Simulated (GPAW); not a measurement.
The system is CuI (Marshite).

```
I Cu
1.0
     0.00000    3.03150    3.03150
     3.03150    0.00000    3.03150
     3.03150    3.03150    0.00000
I Cu
1 1
Direct
  0.00000 0.00000 0.00000
  0.25000 0.25000 0.25000
```

Base run:

| Quantity | Value |
| --- | --- |
| Program | GPAW 26.7.0 |
| Functional | PBE |
| Potentials or basis | PAW data sets generated in the run's folder for this functional |
| Cutoff | 600 eV |
| Basis | pw |
| k mesh | 6 × 6 × 6 |
| Occupations | fermi-dirac, width 0.05 eV |
| Spin | no spin polarisation |

Its results: band gap on the k mesh 1.14 eV, direct; pressure 0.9 GPa.

**Question.** The run is repeated on the same cell with these changes: functional from PBE to LDA; band points from 80 to 100. What comes out?

**Answer.** Band gap on the k mesh 0.96 eV, direct; pressure -3.9 GPa.

Caveats: with this Cu data set, volumes or pressures lay over 1.5 % or 2 GPa off other programs in two to four cells of ten; spin-orbit coupling is left out, which moves the levels of the heavy elements.
